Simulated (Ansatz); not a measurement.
# V (sc type): how the settings move a single-point run

How sensitive is a single-point run of V (sc type) to its settings? A reference run comes first, then one run with altered input.

This is V in the simple cubic structure; at room conditions it is bcc.

Method: reference: DFT, PBE, all-electron LAPW, scalar-relativistic, in Ansatz 0.2.0.

## (1) The system as given

The structure is cubic, space group Pm-3m (No. 221). Conventional cell: a = 2.452 Å, b = 2.452 Å, c = 2.452 Å, α = 90.00°, β = 90.00°, γ = 90.00°. V (site symmetry m-3m) is surrounded by 6 V at 2.45 Å.

As a file:

```
V
1.0
     2.45159    0.00000    0.00000
     0.00000    2.45159    0.00000
     0.00000    0.00000    2.45159
V
1
Direct
  0.00000 0.00000 0.00000
```

## (2) The reference run

Contents of input.yaml:

```yaml
crystal:
  lattice:
    - [2.4515863266, 0.0, 0.0]
    - [0.0, 2.4515863266, 0.0]
    - [0.0, 0.0, 2.4515863266]
  atoms:
    - { symbol: V, position: [0.0, 0.0, 0.0] }
kpoints:
  mp_grid: { grid: [15, 15, 15] }
  band_path:
    path:
      - [0.0, 0.0, 0.0]
      - [0.0, 0.5, 0.0]
      - [0.5, 0.5, 0.0]
      - [0.0, 0.0, 0.0]
      - [0.5, 0.5, 0.5]
      - [0.0, 0.5, 0.0]
      - [0.5, 0.5, 0.5]
      - [0.5, 0.5, 0.0]
    npoints: 14
scf:
  occupations: { method: fermi_dirac, width: 0.08 }
hamiltonian:
  xc: pbe
  pseudopotentials: { kind: all_electron, lapw: { basis_error: 0.001 } }
output:
  forces: true
  stress: true
  eigenvalues: true
  populations: true
  dos: { projected: true, de: 0.2, e_range: [-14, 8] }
```

The run is started by

```
$ ansatz run input.yaml --threads 1 --pin off --max-ram 2048MiB --backend cpu --events-out ev --progress --plain --runs-dir out
```

## (3) Changed: xc pbesol, accuracy high

input.yaml, as its differences from that of step 2:

```diff
@@ -23,3 +23,3 @@
 hamiltonian:
-  xc: pbe
+  xc: pbesol
   pseudopotentials: { kind: all_electron, lapw: { basis_error: 0.001 } }
@@ -30,2 +30,2 @@
   populations: true
-  dos: { projected: true, de: 0.2, e_range: [-14, 8] }
+accuracy: high
```

**Question.** What will these runs give? Wanted: for each run, ending; energy change; pressure; gap; force.

The runs gave:

```tsv
run	ending	energy change	pressure (GPa)	gap (eV)	force (eV/Å)	cycles	time
reference	converged	-	0.0	0.00	0.00	6	9.9 s
1: xc pbesol, accuracy high	converged	not comparable	-6.2	0.00	0.00	6	9.7 s
```

Times don't compare one to one where runs were asked for different outputs or read a saved state (see the inputs); cycles may leave out searches for a lower state.

Residual by cycle in the longest SCF loop of each run; runs are numbered as in the table. The quantity is the density residual dr2, in eV.

```tsv
cycle	reference	run 1
1	0.0348	0.037
2	0.0151	0.0164
3	0.00329	0.00322
4	2.7e-4	1.7e-4
5	6.2e-6	3.1e-6
6	3.6e-8	1.2e-8
```

What this shows: A change of functional puts the total energy on another scale; the pressure goes from 0.0 to -6.2 GPa. The accuracy level changed too.
